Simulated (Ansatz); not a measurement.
# InSe (R3m) in Ansatz: a series of runs

The runs below take InSe through band structure, with PBEsol.

Program: Ansatz 0.2.0. These are calculated values, not measurements. Logs are shortened: lines on timing, memory, paths and dates and some standing lists are left out, and cuts for length are marked.

**What was measured.**

“The Interaction of Hydrogen with the van der Waals Crystal γ-InSe”, 2020, pmc:7321205 reports, for a bulk crystal of InSe at 300 K: band gap 1.25 eV.

The runs below are set against these values where they give the same quantity.

### Step 1. Starting point

The structure is trigonal, space group R3m (No. 160). Conventional cell: a = 4.000 Å, b = 4.000 Å, c = 25.320 Å, α = 90.00°, β = 90.00°, γ = 120.00°. In (site symmetry 3m) is surrounded by 3 Se at 2.63 Å and 1 In at 2.82 Å. In (site symmetry 3m) has 3 Se at 2.64 Å and 1 In at 2.82 Å as nearest neighbours. Se (site symmetry 3m) has 3 In at 2.63 Å as nearest neighbours. Around Se (site symmetry 3m) lie 3 In at 2.64 Å.

### Step 2. Band structure, PBEsol

The input, input.yaml:

```yaml
crystal:
  lattice:
    - [2.0, 1.1547005384, 8.44]
    - [-2.0, 1.1547005384, 8.44]
    - [0.0, -2.3094010768, 8.44]
  atoms:
    - { symbol: In, position: [0.8886, 0.8886, 0.8886] }
    - { symbol: In, position: [0.0, 0.0, 0.0] }
    - { symbol: Se, position: [0.1719, 0.1719, 0.1719] }
    - { symbol: Se, position: [0.3835, 0.3835, 0.3835] }
kpoints:
  mp_grid: { grid: [6, 6, 6] }
  band_path:
    path:
      - [0.0, 0.0, 0.0]
      - [0.5, 0.0, 0.0]
      - [0.5, 0.1791451724, -0.1791451724]
    npoints: 6
scf:
  occupations: { method: fermi_dirac, width: 0.05 }
hamiltonian:
  xc: pbesol
  pseudopotentials: { kind: all_electron, lapw: { basis_error: 0.002 } }
output:
  forces: true
  stress: true
  eigenvalues: true
```

Potentials or basis: all-electron LAPW, scalar-relativistic.

The run is started by

```sh
> ansatz run input.yaml --threads 2 --pin off --max-ram 8192MiB --backend cpu --events-out ev --progress --plain --runs-dir out
```

Standard output:

```text
Warning: RAYON_NUM_THREADS=2 ignored (pool sized by the plan → 2); use --threads N
LAPW: plane waves up to 8.122 Å⁻¹, error target 2.0e-3 eV per atom; small_component_spin mean_spin; Se in spheres of 1.261 Å, 24 of its electrons in bands, Dirac shells []; In in spheres of 1.373 Å, 21 of its electrons in bands, Dirac shells [] (how accurate: hamiltonian.pseudopotentials.lapw.basis_error, Limitations)
Engine: ansatz 0.2.0, x86_64-unknown-linux-gnu
Pseudopotentials: kind: all_electron
Pseudopotential: In, LAPW, valence charge 21, lapw/all_electron/scalar/gaussian/In, Koelling and Harmon's equation, gaussian nucleus
Pseudopotential: Se, LAPW, valence charge 24, lapw/all_electron/scalar/gaussian/Se, Koelling and Harmon's equation, gaussian nucleus
Functional definition: PBEsol
  exchange = pbesol_x
  correlation = pbesol_c
Crystal: 4 atoms, lattice volume = 116.948 Å³
Basis set: ecut = 251.3137021439332 eV, 1065 PW (Γ), FFT grids on a1−a3, a2−a3, a3, exchange–correlation at level 2
Bands: 54, of which v1, the nominal top of the filled ones, is band 45 counted from 1 (44 counted from 0)
Symmetry: 6 space group operations
Space group: R3m (ITA 160), of the structure as read, at distance tolerance 4.9e-5 Å
k-points: 32 of 216 (time reversal used)
Non-local potential: In, projectors of the file, none
Non-local potential: Se, projectors of the file, none
Initial density: superposition of atomic densities (chi_scale 0.1, normalization cell, long waves 34 % of neutral atoms (reshape's long-wave potential 1.34 eV rms, cloud 2.62 Å wide))
Initial wavefunctions: plane waves of lowest kinetic energy (no species holds an atomic orbital)
Functional: x = pbesol(κ = 0.804, μ = 0.12345679012345678), c = pbesol(β = 0.046)
iter 1 solved again at ethr=1.59e-3 eV; its pass at ethr=1.00e-1 eV (dr2=1.43e0 eV) is discarded
SCF iter   1: F=—  HF=-452111.096975 eV  |F-HF|=—  |Δ(HF+E_count)|=         —  Δρ=2.44e-2  dr2=1.43e0  ethr=1.59e-3  ⟨swp⟩=2.0  Hψ=10949  notcnv=0
preconditioner: auto → Resta (q_TF=auto, 2.612 Å⁻¹)  ε∞=3.0  [insulator: Δε(μ)=0.555 eV  Ē_g=14.790 eV  σ=0.050 eV  W_gap=0.99  n_scr=36 (ndim 8)  ℏωp=21.2 eV  f_vac=0.155  D(μ)=0.00/eV (n_scr^D=0)  ε∞_Penn≈3.0]
SCF iter   2: F=—  HF=-452110.703126 eV  |F-HF|=—  |Δ(HF+E_count)|=   3.94e-1  Δρ=1.12e-2  dr2=2.25e-1  ethr=1.59e-3  ⟨swp⟩=3.0  Hψ=5377  notcnv=0
SCF iter   3: F=—  HF=-452110.664724 eV  |F-HF|=—  |Δ(HF+E_count)|=   3.84e-2  Δρ=6.39e-3  dr2=7.28e-2  ethr=2.50e-4  ⟨swp⟩=2.0  Hψ=5227  notcnv=0
iter 4 solved again at ethr=3.74e-6 eV; its pass at ethr=8.09e-5 eV (dr2=3.36e-3 eV) is discarded
SCF iter   4: F=—  HF=-452110.657094 eV  |F-HF|=—  |Δ(HF+E_count)|=         —  Δρ=1.13e-3  dr2=3.35e-3  ethr=3.74e-6  ⟨swp⟩=2.0  Hψ=8572  notcnv=0
the basis was enlarged: its passes take 359.4 KiB over the memory plan, 2 of 2 planned eigensolver slots
SCF iter   5: F=—  HF=-452110.656390 eV  |F-HF|=—  |Δ(HF+E_count)|=   7.03e-4  Δρ=3.55e-4  dr2=2.63e-4  ethr=3.73e-6  ⟨swp⟩=2.0  Hψ=4994  notcnv=0
SCF iter   6: F=—  HF=-452110.656478 eV  |F-HF|=—  |Δ(HF+E_count)|=   8.76e-5  Δρ=1.62e-4  dr2=4.44e-5  ethr=2.93e-7  ⟨swp⟩=3.0  Hψ=5116  notcnv=0
SCF iter   7: F=—  HF=-452110.656527 eV  |F-HF|=—  |Δ(HF+E_count)|=   4.92e-5  Δρ=6.54e-5  dr2=9.19e-6  ethr=4.94e-8  ⟨swp⟩=3.0  Hψ=5171  notcnv=0
SCF iter   8: F=—  HF=-452110.656537 eV  |F-HF|=—  |Δ(HF+E_count)|=   1.04e-5  Δρ=1.88e-5  dr2=8.12e-7  ethr=1.02e-8  ⟨swp⟩=3.0  Hψ=5223  notcnv=0
SCF iter   9: F=—  HF=-452110.656539 eV  |F-HF|=—  |Δ(HF+E_count)|=   1.40e-6  Δρ=7.09e-6  dr2=9.51e-8  ethr=9.02e-10  ⟨swp⟩=3.0  Hψ=5244  notcnv=0
SCF iter  10: F=-452110.656539 eV  HF=-452110.656539 eV  |F-HF|=3.72e-8  |Δ(HF+E_count)|=   8.00e-8  Δρ=3.53e-6  dr2=2.00e-8  ethr=1.06e-10  ⟨swp⟩=3.0  Hψ=5197  notcnv=0
SCF 1 converged in 10 iterations: F = -452110.656539 eV  dr2 = 2.00e-8
NSCF: frozen V_eff on 13 k-points
SCF converged after 10 iterations
Free energy (F): -452110.656539 eV
Harris-Foulkes:  -452110.656539 eV  (|F-HF|=3.72e-8)
Internal energy: -452110.656403 eV  (E = F + TS)
E sigma→0 (E₀):  -452110.656471 eV
Entropy (-TS):   -0.000135 eV (-0.034 meV/atom)
Fermi energy:    9.041635 eV
--- Per-component energies (eV) ---
  E_band       = -4476.766401
  E_kinetic    = 471078.030366
  E_xc         = -13259.432236
  E_electrostatic = -909929.254533  (all electrons and nuclei)
  E_smearing   = -0.000135  (= −TS)
  E_closure    = 0.000000  (closes the sum)
  E_atoms      = -452095.124779  (free atoms, spherical and without spin; not in F)
  Σ components = -452110.656539   (vs F -452110.656539, Δ=0.00e0)
  Basis errors (estimates in eV, not in F): energy 8.9e-4 per atom: plane waves 8.2e-4 (4.9e-4 summed), levels above the bands 3.5e-72, relativity 6.5e-8, radial functions 7.0e-5, core shells 2.4e-7; eigenvalues (radial functions only) 1.7e-6; not estimated: angular momenta, meshes, grids; target (lapw.basis_error) 2.0e-3; muffin-tin radii Se 1.261 Å, In 1.373 Å
--- Forces (eV/Å), atoms counted from 1 ---
  atom   1  In     0.00000000     0.00000000     0.29819340
  atom   2  In     0.00000000     0.00000000    -0.28007039
  atom   3  Se     0.00000000    -0.00000000    -0.08660439
  atom   4  Se     0.00000000    -0.00000000     0.06848624
  max |Σ_I F_I| component: 4.87e-6 eV/Å
--- Stress (GPa, compression-positive) ---
        0.546978       0.000000       0.000000
        0.000000       0.546978      -0.000000
        0.000000      -0.000000      -0.488846
  P = ⅓ Tr σ = 0.2017 GPa (2.017 kbar)
--- Band table (eV; the first three rows and the last of 32) ---
  k-point 0: bands = ["-198.5280", "-198.5217", "-138.2028", "-138.2028", "-138.1958", "-138.1958", "-138.1709", "-138.1660", "-106.3330", "-106.3286", "-64.8703", "-64.8703", "-64.8658", "-64.8658", "-64.8452", "-64.8240", "-38.6445", "-38.6445", "-38.6372", "-38.6372", "-38.6182", "-38.6182", "-38.6124", "-38.6124", "-38.6083", "-38.6030", "-5.8577", "-5.6819", "-5.6819", "-5.6062", "-5.6062", "-5.5832", "-5.5832", "-5.4258", "-5.4186", "-5.4186", "-4.7104", "-4.3014", "2.5351", "5.3948", "7.3238", "7.5662", "7.5662", "7.6600", "7.6600", "10.5077", "10.8696", "13.2332", "13.2332", "13.9764", "14.3097", "14.3097", "16.2840", "17.3796"]
  k-point 1: bands = ["-198.5280", "-198.5217", "-138.2028", "-138.2028", "-138.1958", "-138.1958", "-138.1709", "-138.1660", "-106.3330", "-106.3286", "-64.8703", "-64.8703", "-64.8659", "-64.8658", "-64.8452", "-64.8240", "-38.6445", "-38.6444", "-38.6372", "-38.6371", "-38.6183", "-38.6182", "-38.6125", "-38.6124", "-38.6083", "-38.6030", "-5.8763", "-5.7669", "-5.7226", "-5.6767", "-5.5906", "-5.5868", "-5.5699", "-5.4603", "-5.4206", "-5.3422", "-4.4042", "-4.0469", "2.7232", "4.9043", "6.1228", "7.0106", "7.2408", "7.3763", "7.8040", "10.9652", "11.5470", "12.5363", "13.3424", "13.4740", "14.5849", "14.8765", "15.5912", "17.0828"]
  k-point 2: bands = ["-198.5280", "-198.5217", "-138.2028", "-138.2028", "-138.1958", "-138.1958", "-138.1709", "-138.1660", "-106.3330", "-106.3286", "-64.8705", "-64.8703", "-64.8660", "-64.8659", "-64.8452", "-64.8240", "-38.6445", "-38.6443", "-38.6372", "-38.6370", "-38.6183", "-38.6182", "-38.6125", "-38.6124", "-38.6082", "-38.6029", "-5.9825", "-5.8751", "-5.7911", "-5.6740", "-5.6054", "-5.5488", "-5.5351", "-5.4777", "-5.4235", "-5.2830", "-3.7823", "-3.5235", "2.7750", "3.7795", "5.0133", "6.7332", "6.7350", "6.8590", "7.6679", "10.3321", "10.8580", "12.5471", "13.0292", "13.6563", "15.3253", "15.4250", "16.0332", "16.6012"]
  k-point 31: bands = ["-198.5280", "-198.5217", "-138.2028", "-138.2028", "-138.1958", "-138.1958", "-138.1709", "-138.1660", "-106.3330", "-106.3286", "-64.8703", "-64.8703", "-64.8658", "-64.8658", "-64.8452", "-64.8240", "-38.6445", "-38.6445", "-38.6372", "-38.6372", "-38.6182", "-38.6182", "-38.6124", "-38.6124", "-38.6083", "-38.6030", "-5.8572", "-5.6821", "-5.6821", "-5.6060", "-5.6060", "-5.5833", "-5.5833", "-5.4370", "-5.4184", "-5.4184", "-4.5599", "-4.4573", "2.8862", "4.4978", "7.4976", "7.4976", "7.7352", "7.7352", "8.8671", "9.2128", "10.9359", "13.1488", "13.1488", "14.4367", "14.4367", "14.4696", "16.7557", "17.4615"]
```

Wall time 21 s (2 threads of Intel Xeon 6975P-C (Granite Rapids), shared host); peak memory 0.54 GiB.

What came out:

```
Free energy             : -452110.6565 eV
Pressure                : 0.2 GPa
Largest force           : 0.298 eV/Å
Band gap on the k mesh  : 0.35 eV, direct
Band gap along the path : 2.15 eV, indirect (least direct gap 2.66 eV)
```

Forces on the atoms (eV/Å):
```
In   0.000  0.000  0.298
In   0.000  0.000 -0.280
Se   0.000  0.000 -0.087
Se   0.000  0.000  0.068
```

Stress tensor (GPa, compression positive):
```
 0.55  0.00  0.00
 0.00  0.55  0.00
 0.00  0.00 -0.49
```

Levels at the corners of the path, in eV from the valence-band top:
| point | band 43 | band 44 | band 45 | band 46 | band 47 | band 48 |
| --- | --- | --- | --- | --- | --- | --- |
| Γ | -0.29 | -0.20 | -0.20 | 2.65 | 3.01 | 5.38 |
| L | -1.33 | -1.23 | -0.67 | 2.15 | 2.92 | 4.57 |
| B1 | -1.53 | -1.24 | -0.74 | 2.69 | 3.42 | 4.34 |

Caveat: spin-orbit coupling is left out, which moves the levels of the heavy elements.

### Step 3. Band structure, PBEsol, spin-orbit coupling, no magnetisation

input.yaml, as its differences from that of step 2:

```diff
@@ -23,2 +23,5 @@
   pseudopotentials: { kind: all_electron, lapw: { basis_error: 0.002 } }
+magnetization:
+  noncollinear: true
+  spin_orbit: true
 output:
```

Potentials or basis: all-electron LAPW, relativistic spinors.

The run is started by

```sh
> ansatz run input.yaml --threads 2 --pin off --max-ram 8192MiB --backend cpu --events-out ev --progress --plain --runs-dir out
```

Standard output:

```text
Warning: RAYON_NUM_THREADS=2 ignored (pool sized by the plan → 2); use --threads N
[... 74 lines left out ...]
  k-point 2: bands = ["-198.5115", "-198.5115", "-198.5053", "-198.5053", "-142.1767", "-142.1767", "-142.1705", "-142.1705", "-136.3149", "-136.3149", "-136.3080", "-136.3080", "-136.2932", "-136.2932", "-136.2877", "-136.2877", "-106.2942", "-106.2942", "-106.2899", "-106.2899", "-69.4700", "-69.4700", "-69.4639", "-69.4639", "-62.8076", "-62.8076", "-62.8032", "-62.8032", "-62.7907", "-62.7907", "-62.7749", "-62.7749", "-39.1684", "-39.1684", "-39.1615", "-39.1615", "-39.1436", "-39.1436", "-39.1381", "-39.1381", "-38.2797", "-38.2797", "-38.2725", "-38.2725", "-38.2587", "-38.2587", "-38.2527", "-38.2527", "-38.2473", "-38.2473", "-38.2419", "-38.2419", "-6.2333", "-6.2295", "-6.1842", "-6.1808", "-6.1088", "-6.1083", "-6.0594", "-6.0589", "-5.4788", "-5.4777", "-5.3811", "-5.3808", "-5.2823", "-5.2820", "-5.1990", "-5.1986", "-5.1572", "-5.1566", "-5.0507", "-5.0504", "-3.7658", "-3.7608", "-3.5078", "-3.5036", "2.7748", "2.7773", "3.7730", "3.7786", "5.0000", "5.0035", "6.6591", "6.6600", "6.7247", "6.7421", "6.8927", "6.9022", "7.6694", "7.6830", "10.3173", "10.3383", "10.8456", "10.8696", "12.5174", "12.5550", "13.0071", "13.0451", "13.6503", "13.6504", "15.2560", "15.2842", "15.4553", "15.4676", "16.0185", "16.0521", "16.5902", "16.6134"]
  k-point 31: bands = ["-198.5115", "-198.5115", "-198.5053", "-198.5053", "-142.1767", "-142.1767", "-142.1705", "-142.1705", "-136.3149", "-136.3149", "-136.3080", "-136.3080", "-136.2932", "-136.2932", "-136.2877", "-136.2877", "-106.2942", "-106.2942", "-106.2899", "-106.2899", "-69.4699", "-69.4699", "-69.4639", "-69.4639", "-62.8075", "-62.8075", "-62.8030", "-62.8030", "-62.7907", "-62.7907", "-62.7749", "-62.7749", "-39.1685", "-39.1685", "-39.1616", "-39.1616", "-39.1436", "-39.1436", "-39.1381", "-39.1381", "-38.2799", "-38.2799", "-38.2726", "-38.2726", "-38.2587", "-38.2587", "-38.2527", "-38.2527", "-38.2473", "-38.2473", "-38.2419", "-38.2419", "-6.1501", "-6.1501", "-6.1041", "-6.1041", "-6.0894", "-6.0894", "-6.0580", "-6.0580", "-5.3213", "-5.3213", "-5.2820", "-5.2820", "-5.2811", "-5.2811", "-5.2191", "-5.2191", "-5.1880", "-5.1880", "-5.1079", "-5.1079", "-4.5350", "-4.5350", "-4.4517", "-4.4517", "2.8887", "2.8887", "4.4919", "4.4919", "7.3445", "7.3445", "7.5481", "7.5481", "7.6368", "7.6368", "7.8772", "7.8772", "8.8943", "8.8943", "9.2158", "9.2158", "10.9237", "10.9237", "12.9394", "12.9394", "13.3139", "13.3139", "14.2570", "14.2570", "14.4859", "14.4859", "14.5934", "14.5934", "16.7607", "16.7607", "17.4562", "17.4562"]
```

bands.tsv:

```text
[... 22 lines left out ...]
```

Wall time 1.8 min (2 threads of Intel Xeon 6975P-C (Granite Rapids), shared host); peak memory 1.1 GiB.

What came out:

```yaml
Free_energy: -452204.8767 eV
Pressure: 0.2 GPa
Largest_force: 0.302 eV/Å
Band_gap_on_the_k_mesh: 0.32 eV, direct
Band_gap_along_the_path: 2.13 eV, indirect (least direct gap 2.63 eV)
```

Forces in eV/Å, atoms in the order of the input:
```
In   0.000  0.000  0.302
In   0.000  0.000 -0.284
Se   0.000  0.000 -0.082
Se   0.000  0.000  0.064
```

Levels at the corners of the path, in eV from the valence-band top:
```csv
point,band 88,band 89,band 90,band 91,band 92,band 93
Γ,-0.17,-0.07,-0.07,2.64,2.64,2.99
L,-1.21,-0.67,-0.67,2.13,2.13,2.91
B1,-1.24,-0.80,-0.72,2.65,2.68,3.34
```

### Step 4. Comparison with measurements

Step 2. Measured gap of InSe: 1.25 eV (300 K; “The Interaction of Hydrogen with the van der Waals Crystal γ-InSe”, 2020, pmc:7321205). This calculation gives 0.35 eV (-0.90 eV). Spin-orbit coupling on In, Se is left out. The value is that of PBEsol on a finite k mesh, which can miss the band edges, without temperature or zero-point motion. Semilocal functionals fall short of measured gaps as a rule.

Step 3. Against the measured gap of InSe, 1.25 eV (300 K; “The Interaction of Hydrogen with the van der Waals Crystal γ-InSe”, 2020, pmc:7321205), the calculated 0.32 eV is off by -0.93 eV. The value is that of PBEsol on a finite k mesh, which can miss the band edges, without temperature or zero-point motion. Semilocal functionals fall short of measured gaps as a rule.
